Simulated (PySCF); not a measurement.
HgSe: density of states with PBEsol

Crystal: HgSe.

```
CELL_PARAMETERS angstrom
0.00000 3.03900 3.03900
3.03900 0.00000 3.03900
3.03900 3.03900 0.00000
ATOMIC_POSITIONS crystal
Hg 0.00000 0.00000 0.00000
Se 0.75000 0.75000 0.75000
```

```
Program                                    : PySCF 2.14.0
Task                                       : density of states
Functional                                 : PBEsol
Potentials or basis                        : DZVP-MOLOPT-SR/GTH-PBE (potentials made for PBE)
k mesh                                     : 8 × 8 × 8
Occupations                                : fermi-dirac, width 0.05 eV
Spin                                       : no spin polarisation
Symmetry                                   : yes
Density cutoff                             : 90 Ha
Exponents discarded below (exp_to_discard) : 0.02 1/bohr^2
Potentials                                 : Hg GTH-PBE-q12, Se GTH-PBE-q6
Gaussian width of the DOS                  : 0.15 eV
conv_tol                                   : 1e-07 Ha
max_cycle                                  : 60
Coulomb method                             : multigrid
```

```
Band gap on the k mesh : none (metal or under the smearing width)
Mulliken charges       : Hg +0.04; Se -0.04 e
```

Levels at points of the mesh, in eV from the Fermi level:
```
           k point  band 5  band 6  band 7  band 8  band 9  band 10  band 11  band 12  band 13  band 14
(0.00, 0.00, 0.00)   -6.45   -6.45   -1.05   -0.05   -0.05    -0.05     5.39     5.39     5.39    11.13
(0.50, 0.50, 0.00)   -6.32   -6.08   -5.23   -2.45   -2.45     2.75     2.76     8.51    10.07    10.07
(0.50, 0.50, 0.50)   -6.40   -6.12   -5.71   -1.07   -1.07     1.11     6.15     6.15     6.96    10.97
```

States per cell in windows of 1 eV (zero at the Fermi level; states under -8 eV left out):
```
from (eV)  total
     -8.0   2.27
     -7.0   7.40
     -6.0   1.21
     -5.0   0.68
     -4.0   0.43
     -3.0   1.61
     -2.0   1.75
     -1.0   0.63
      0.0   0.07
      1.0   0.51
      2.0   0.99
      3.0   0.83
      4.0   0.77
      5.0   1.21
      6.0   1.95
      7.0   0.97
```

Run time: 4 min on 4 threads of Arm Neoverse V2, on a shared host, peak memory 5.5 GiB.

Caveat: Mulliken charges move with the basis; the basis of atomic orbitals isn't converged, which shifts pressures, moduli and gaps. The run has no spin-orbit coupling, so splittings on Hg are missing.
